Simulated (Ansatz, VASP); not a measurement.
**KTaO3: VASP beside Ansatz**

```
K Ta O
1.0
     3.94223    0.00000    0.00000
     0.00000    3.94223    0.00000
     0.00000    0.00000    3.94223
K Ta O
1 1 3
Cartesian
  1.9711 1.9711 1.9711
  0.0000 0.0000 0.0000
  1.9711 0.0000 0.0000
  0.0000 1.9711 0.0000
  0.0000 0.0000 1.9711
```

Alike in both runs: task single point; functional PBE; k mesh 6 × 6 × 6; no spin polarisation.

|  | VASP | Ansatz |
| --- | --- | --- |
| version | VASP 6.6.1 | Ansatz 0.2.0 |
| potentials or method | VASP PAW PBE potentials, release 64 (K_sv, Ta_pv, O) | plane waves, PAW |
| plane-wave cutoff (eV) | 520 | 420 |
| occupations | gaussian, width 0.01 eV | fixed |
| valence electrons in the cell | 38 | 40 |

|  | VASP | Ansatz | Ansatz less VASP |
| --- | --- | --- | --- |
| gap on the k mesh at the Fermi level (eV) | 2.25 | 2.30 | +0.050 |
| pressure (GPa) | 14.2 | 13.4 | -0.81 |

The two sets of potentials don't hold the same shells in valence.

Caveats: spin-orbit coupling is left out, which moves the levels of the heavy elements. A k mesh can miss the band edges. Expect the measured gap to be larger: semilocal functionals such as PBE lack the derivative discontinuity.
